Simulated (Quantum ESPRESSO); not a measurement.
Crystal: SiC (Moissanite 6H).

```xyz
12
Lattice="3.0950 0.0000 0.0000 -1.5475 2.6803 0.0000 0.0000 0.0000 15.1700" Properties=species:S:1:pos:R:3 pbc="T T T"
Si    1.5475    0.8934    6.9524
Si    0.0000    1.7869   14.5374
Si    1.5475    0.8934   12.0101
Si    0.0000    1.7869    4.4251
Si    0.0000    0.0000    9.4812
Si    0.0000    0.0000    1.8962
C     1.5475    0.8934    5.0562
C     0.0000    1.7869   12.6412
C     1.5475    0.8934   10.1138
C     0.0000    1.7869    2.5288
C     0.0000    0.0000    7.5850
C     0.0000    0.0000    0.0000
```

| Quantity | Value |
| --- | --- |
| Program | Quantum ESPRESSO 7.5 |
| Task | relaxation of cell and atoms |
| Functional | RPBE |
| Dispersion | D4 |
| Potentials or basis | PseudoDojo 0.4.1 SR PBE standard |
| Cutoff | 1116 eV |
| Density cutoff | 4463 eV |
| k mesh | 8 × 8 × 2 |
| Occupations | fermi-dirac, width 0.05 eV |
| Spin | no spin polarisation |

At the start: pressure -8.6 GPa; volume 10.49 Å³/atom.

**Question.** Where does the relaxation end?

**Answer.** Over 7 steps the energy falls by 11.8 meV/atom and the volume is 10.06 Å³/atom (-4.1 %); space group P6_3mc (No. 186, to 0.05 Å).

Step by step:
```tsv
step	energy change (eV)	largest force (eV/Å)	pressure (GPa)	volume (Å³)
1	0.0000	0.1398	-8.64	125.85
2	-0.0139	0.0765	-8.25	125.59
3	-0.1255	0.5275	-1.54	121.59
4	-0.1348	0.3609	-0.76	121.15
5	-0.1408	0.0910	-0.03	120.75
6	-0.1412	0.0632	-0.02	120.74
7	-0.1415	0.0095	0.00	120.73
```

Final structure:
```
Si C
1.0
     3.05149   -0.00001    0.00000
    -1.52575    2.64267    0.00000
     0.00000    0.00000   14.97190
Si C
6 6
Direct
  0.66667 0.33333 0.45828
  0.33333 0.66667 0.95828
  0.66667 0.33333 0.79182
  0.33333 0.66667 0.29182
  0.00000 0.00000 0.62502
  0.00000 0.00000 0.12502
  0.66667 0.33333 0.33332
  0.33333 0.66667 0.83332
  0.66667 0.33333 0.66688
  0.33333 0.66667 0.16688
  0.00000 0.00000 0.49969
  0.00000 0.00000 0.99969
```

Caveat: the potentials were made for another functional, which shifts forces and pressure.
